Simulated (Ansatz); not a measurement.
Input and command of a plane-wave DFT calculation in Ansatz:

```yaml
crystal:
  lattice:
    - [0.0, -4.9364621609, 0.0]
    - [0.0, 0.0, -3.8066786573]
    - [11.4278976705, 0.0, -0.3806678657]
  atoms:
    - { symbol: Sn, position: [0.7676320141, 0.533335, 0.91665] }
    - { symbol: Sn, position: [0.7676320141, 0.6000016667, 0.2499833333] }
    - { symbol: Sn, position: [0.7676320141, 0.5666683333, 0.5833166667] }
    - { symbol: Sn, position: [0.2323679859, 0.1166683333, 0.0833166667] }
    - { symbol: Sn, position: [0.2323679859, 0.083335, 0.41665] }
    - { symbol: Sn, position: [0.2323679859, 0.0500016667, 0.7499833333] }
    - { symbol: O, position: [0.0001256248, 0.033335, 0.91665] }
    - { symbol: O, position: [0.0001256248, 0.1000016667, 0.2499833333] }
    - { symbol: O, position: [0.0001256248, 0.0666683333, 0.5833166667] }
    - { symbol: O, position: [0.9998743752, 0.6166683333, 0.0833166667] }
    - { symbol: O, position: [0.9998743752, 0.583335, 0.41665] }
    - { symbol: O, position: [0.9998743752, 0.5500016667, 0.7499833333] }
basis:
  ecutwfc: 500
kpoints:
  mp_grid: { grid: [7, 9, 3] }
hamiltonian:
  xc: r2scan
scf:
  occupations: { method: gaussian, width: 0.03 }
output:
  forces: true
  stress: true
  eigenvalues: true
```

```bash
ansatz run input.yaml --threads 2 --pin off --max-ram 5120MiB --backend cpu --events-out ev --progress --plain --runs-dir out
```

Processor: AMD EPYC 9R45 96-Core Processor (Zen 5), 2 threads, on a host shared with other jobs.

Task: Estimate time, memory and problem size.

Result: About 24 s on 2 threads of AMD EPYC 9R45 96-Core Processor (Zen 5) (shared host), peak memory 1.7 GiB. It solves 72 bands at 95 k points (the mesh reduced by symmetry) with about 5431 plane waves, in 8 SCF iterations.
